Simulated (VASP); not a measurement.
Wanted: the native input for a VASP 6.6.1 run.

```yaml
Task: single point
Functional: PBEsol
Potentials_or_basis: VASP PAW PBE potentials, release 64 (S, Zn)
Cutoff: 520 eV
k_mesh: 12 × 12 × 12
Occupations: gaussian, width 0.05 eV
Spin: no spin polarisation
Dipole_correction: no
Further_INCAR_settings: ALGO = Fast; EDIFF = 1e-07; NBANDS = 16
```

The structure of ZnS lies in POSCAR:

```
ZnS
1.0
    0.0000000000      2.4040746363      2.4040746363
    2.4040746363      0.0000000000      2.4040746363
    2.4040746363      2.4040746363      0.0000000000
S Zn
1 1
Direct
    0.0000000000      0.0000000000      0.0000000000
    0.5000000000      0.5000000000      0.5000000000
```

The cell was built by a generator and needn't be a form met in nature.

The input as run:

INCAR

```
SYSTEM = ZnS
ALGO     = Fast           ! electronic algorithm
EDIFF    = 1E-7           ! SCF threshold, eV
ENCUT    = 520            ! plane-wave cutoff, eV
GGA      = PS             ! functional
ISIF     = 2              ! what is computed and relaxed
ISMEAR   = 0              ! smearing method
LASPH    = .True.         ! aspherical terms in the spheres
LCHARG   = .False.        ! write CHGCAR
LREAL    = .False.        ! projectors in reciprocal space
LWAVE    = .False.        ! write WAVECAR
NBANDS   = 16             ! bands
NELM     = 100            ! most SCF steps
PREC     = Accurate       ! precision mode
SIGMA    = 0.05           ! smearing width, eV
```

KPOINTS

```
k-points
0
Gamma
  12 12 12
  0 0 0
```

Potentials or basis: VASP PAW PBE potentials, release 64 (S, Zn).

Command:

```console
$ cat potpaw_PBE.64/S/POTCAR potpaw_PBE.64/Zn/POTCAR > POTCAR
$ mpirun -np 1 vasp_std > vasp.out
```

Results of the run:

```json
{"Pressure": "17.4 GPa", "Band gap on the k mesh": "none (metal or under the smearing width)"}
```

Caveat: so large a pressure means that the cell lies far from this level's equilibrium, or that cutoff or potentials fall short; the potentials were made for another functional, which shifts forces and pressure.

It took 22 s on 1 thread of Intel(R) Xeon(R) 6975P-C (Granite Rapids) (shared host), peak memory 0.17 GiB.
